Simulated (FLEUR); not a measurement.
## MnO under changes of volume

One of the cells (10.999 Å³/atom); the others are scaled copies at fixed shape and fractional positions:

```
CELL_PARAMETERS angstrom
0.00000 2.22391 2.22391
2.22391 0.00000 2.22391
2.22391 2.22391 0.00000
ATOMIC_POSITIONS crystal
Mn 0.00000 0.00000 0.00000
O 0.50000 0.50000 0.50000
```

The cell is a database's computed one.

| Property | Result |
| --- | --- |
| Program | FLEUR MaX-R8.1 (later development tree) |
| Functional | r2SCAN |
| Potentials or basis | all-electron |
| Basis | FLAPW |
| Kmax | 4.58 1/bohr |
| k mesh | 10 × 10 × 10 |
| Occupations | fermi-dirac, width 0.05 eV |
| Spin | collinear spin, ferromagnetic start |
| Starting moments | [4.0, 0.0] μB |

```tsv
volume (Å³/atom)	energy over the lowest point (meV/atom)	moment (μB per cell)
10.339	22.48	4.96
10.559	?	?
10.999	0.00	5.00
11.439	8.12	5.00
11.659	17.71	5.00
```

Problem. What does the run at 10.559 Å³/atom give?

Solution. Energy over the lowest point 9.89 meV/atom; moment 4.98 μB per cell.

Worked out: A Birch-Murnaghan fit of order 2 (a polynomial in V^(-2/3)) to the other rows has its minimum at 11.00 Å³/atom with B0 = V·E''(V) = 161 GPa. It gives 9.75 meV/atom at 10.559 Å³/atom, against the run's 9.89. A parabola through the other rows of the moment, of slope 0.0675 μB per Å³/atom there, gives 4.98 μB, against the run's 4.98.

Energies are extrapolated to zero smearing.

Caveats: the meta-GGA is that of a development version, with a GGA for the radial functions and cores and without core tails; a cell with one magnetic atom can't hold antiferromagnetic order, which such compounds often take.
